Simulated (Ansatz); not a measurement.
# TiO under changes of volume

One of the cells (12.880 Å³/atom); the others are scaled copies at fixed shape and fractional positions:

```xyz
2
Lattice="3.0310 0.0000 0.0000 -1.5155 2.6249 0.0000 0.0000 0.0000 3.2377" Properties=species:S:1:pos:R:3 pbc="T T T"
Ti    1.5155    0.8750    0.0000
O     0.0000    0.0000    1.6188
```

```yaml
Program: Ansatz 0.2.0
Functional: r2SCAN
Potentials_or_basis: Ansatz PAW
Cutoff: "500 eV (not typed: the program's choice for these potentials)"
k_mesh: 10 × 10 × 8
Occupations: fermi-dirac, width 0.05 eV
Spin: no spin polarisation
```

| volume (Å³/atom) | energy over the lowest point (meV/atom) | pressure (GPa) | gap on the mesh (eV) |
| --- | --- | --- | --- |
| 12.107 | 0.00 | -35.9 | 0.15 |
| 12.365 | 58.97 | -37.4 | 0.15 |
| 12.622 | 120.08 | -38.6 | 0.16 |
| 12.880 | 182.97 | -39.6 | 0.17 |
| 13.137 | 247.36 | -40.5 | 0.18 |
| 13.395 | ? | ? | ? |
| 13.653 | 379.59 | -41.7 | 0.19 |

Question: What does the run at 13.395 Å³/atom give?

Answer: Energy over the lowest point 312.98 meV/atom; pressure -41.1 GPa; gap on the mesh 0.19 eV.

Worked out: A Birch-Murnaghan fit of order 3 (a polynomial in V^(-2/3)) to the other rows has no minimum within the range. It gives 313.01 meV/atom at 13.395 Å³/atom, against the run's 312.98, and -dE/dV = -41.1 GPa, against -41.1. A straight line through the other rows of the gap, of slope 0.371 eV per unit of ln V (its deformation potential), gives 0.18 eV, against the run's 0.19.

Energies are extrapolated to zero smearing.

Caveats: the PAW data sets come from PBE, with cores solved anew for the run's functional, which leaves a small shift of forces and pressure.

A mesh can miss the band edges.
